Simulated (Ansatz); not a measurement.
# HgTe: stress in a strained cell

HgTe is deformed so: zz strain of +2 %. What stress and forces result, by LAPW, PAW and all-electron datasets made for the crystal?

Method: DFT LDA, scalar-relativistic, in Ansatz 0.2.0.

2 further runs of the same task are left out: 2 set aside as unsound or not needed.

## Step 1: The starting structure

Symmetry: Fm-3m, No. 225, cubic system. The conventional cell has a = 5.843 Å, b = 5.843 Å, c = 5.843 Å, α = 90.00°, β = 90.00°, γ = 90.00°. Hg (site symmetry m-3m) is surrounded by 6 Te at 2.92 Å. Around Te (site symmetry m-3m) lie 6 Hg at 2.92 Å.

Coordinates:

```
Hg Te
1.0
     0.00000    2.92150    2.92150
     2.92150    0.00000    2.92150
     2.92150    2.92150    0.00000
Hg Te
1 1
Direct
  0.00000 0.00000 0.00000
  0.50000 0.50000 0.50000
```

Atoms are numbered in the order of the input: Hg1, Te2.

## Step 2: After the deformation

Space group Fm-3m before, I4/mmm after.

## Step 3: Full-potential LAPW

Contents of input.yaml:

```yaml
crystal:
  lattice:
    - [0.0, 2.9215, 2.97993]
    - [2.9215, 0.0, 2.97993]
    - [2.9215, 2.9215, 0.0]
  atoms:
    - { symbol: Hg, position: [0.0, 0.0, 0.0] }
    - { symbol: Te, position: [0.5, 0.5, 0.5] }
kpoints:
  mp_grid: { grid: [10, 10, 10] }
  band_path:
    path:
      - [0.0, 0.0, 0.0]
      - [0.0, 0.5, 0.5]
      - [0.25, 0.75, 0.5]
      - [0.0, 0.5, 0.0]
      - [0.0, 0.0, 0.0]
      - [0.5, 0.5, 0.0]
      - [0.3701460977, 0.6298539023, 0.0]
      - [-0.3701460977, 0.3701460977, 0.0]
      - [0.0, 0.0, 0.0]
    npoints: 5
scf:
  occupations: { method: fermi_dirac, width: 0.08 }
hamiltonian:
  xc: lda
  pseudopotentials: { kind: all_electron, lapw: { basis_error: 0.001 } }
output:
  forces: true
  stress: true
  eigenvalues: true
```

The run is started by

```
> ansatz run input.yaml --threads 1 --pin off --max-ram 3072MiB --backend cpu --events-out ev --progress --plain --runs-dir out
```

## Step 4: PAW with frozen cores

Contents of input.yaml:

```yaml
crystal:
  lattice:
    - [0.0, 2.9215, 2.97993]
    - [2.9215, 0.0, 2.97993]
    - [2.9215, 2.9215, 0.0]
  atoms:
    - { symbol: Hg, position: [0.0, 0.0, 0.0] }
    - { symbol: Te, position: [0.5, 0.5, 0.5] }
kpoints:
  mp_grid: { grid: [10, 10, 10] }
scf:
  occupations: { method: fermi_dirac, width: 0.08 }
hamiltonian:
  xc: lda
  pseudopotentials: { kind: paw }
output:
  forces: true
  stress: true
  eigenvalues: true
  efg: { contact_densities: true }
```

## Step 5: All-electron PAW on datasets made for the crystal

input.yaml: that of step 4 with these lines changed.

```diff
@@ -14,3 +14,3 @@
   xc: lda
-  pseudopotentials: { kind: paw }
+  pseudopotentials: { kind: all_electron, datasets: crystal }
 output:
```

(Steps that only read results are left out.)

**Question.** What will these runs give? Wanted: pressure; largest shear or deviatoric stress.

As calculated:

```
                                 quantity                                           value
                                 pressure  LAPW 2.31, PAW 2.29, crystal datasets 2.30 GPa
largest shear or deviatoric stress (LAPW)                                        1.43 GPa
```

Against the undeformed cell the largest change of stress is -2.98 GPa, in the zz component, with the atoms carried along and not relaxed. PAW: stress within 0.02 GPa of LAPW. Crystal datasets: stress within 0.01 GPa of LAPW. Spin-orbit coupling is left out, though the cell holds Hg; in elements this heavy it can shift bands and gaps by tenths of an eV.
